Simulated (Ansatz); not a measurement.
The system is BaTiO3.

```
Ba Ti O
1.0
     3.99980    0.00000    0.00000
     0.00000    3.99980    0.00000
     0.00000    0.00000    4.01800
Ba Ti O
1 1 3
Direct
  0.00000 0.00000 0.00000
  0.50000 0.50000 0.49000
  0.00000 0.50000 0.51700
  0.50000 0.00000 0.51700
  0.50000 0.50000 0.01900
```

Program: Ansatz 0.2.0. Alike in all runs: no spin polarisation; cell as given; smearing fermi-dirac 0.05 eV. Hardware: 2 threads of Intel(R) Xeon(R) Processor @ 2.70GHz, on a shared host.

Task: Order these runs on this cell by their wall time, lowest first.
A. task band structure; level PBE+U; potentials or basis Ansatz PAW; U Ti d U = 1 eV; k mesh 7 × 7 × 7; cutoff (eV) 420; points for each segment of the path 14; hubbard projectors ortho-atomic (the default); double counting fll (the default)
B. task band structure; level PBE; potentials or basis JTH PAW; k mesh 7 × 7 × 7; cutoff (eV) 1380; points for each segment of the path 14
C. task single point; level PBE; potentials or basis Ansatz PAW; k mesh 4 × 4 × 4; cutoff (eV) 420

Result: C (2.3 s), A (24 s), B (58 s).
